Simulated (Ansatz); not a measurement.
# GaN: single point with PBE

**Experimental background.**

A printed reference work, textbook reports, for a bulk crystal of GaN at 0 K: band gap 3.299 eV (direct).

The system is GaN.

```xyz
2
Lattice="0.0000 2.2535 2.2535 2.2535 0.0000 2.2535 2.2535 2.2535 0.0000" Properties=species:S:1:pos:R:3 pbc="T T T"
Ga    0.0000    0.0000    0.0000
N     1.1268    1.1268    1.1268
```

The cell is a database's computed one.

```yaml
Program: Ansatz 0.2.0
Task: single point
Functional: PBE
Potentials_or_basis: all-electron LAPW, scalar-relativistic
Cutoff: 422 eV (chosen from the basis error)
Basis_error_allowed: 0.001 eV/atom
k_mesh: 10 × 10 × 10
Occupations: gaussian, width 0.027 eV
Spin: no spin polarisation
```

The pressure is 4.9 GPa and the band gap on the k mesh is 1.73 eV, direct.

Levels at points of the mesh, in eV from the valence-band top:
```tsv
k point	band 12	band 13	band 14	band 15	band 16	band 17
(0.00, 0.00, 0.00)	0.00	0.00	0.00	1.73	10.31	10.31
(0.00, 0.00, -0.50)	-7.03	-0.97	-0.97	4.65	8.73	10.36
(0.00, -0.50, -0.50)	-6.12	-2.70	-2.70	3.36	6.67	11.71
```

Run time: 11 s on 1 thread of Intel(R) Xeon(R) Platinum 8488C (Sapphire Rapids) (shared host), peak memory 0.34 GiB.

Measured gap of GaN: 3.299 eV (direct; 0 K; a printed reference work, textbook). This calculation gives 1.73 eV (-1.56 eV). Spin-orbit coupling on Ga is left out. The value is that of PBE, without temperature or zero-point motion. Semilocal functionals fall short of measured gaps as a rule. The cell is a database's relaxed one, not the measured one, which moves gaps too.
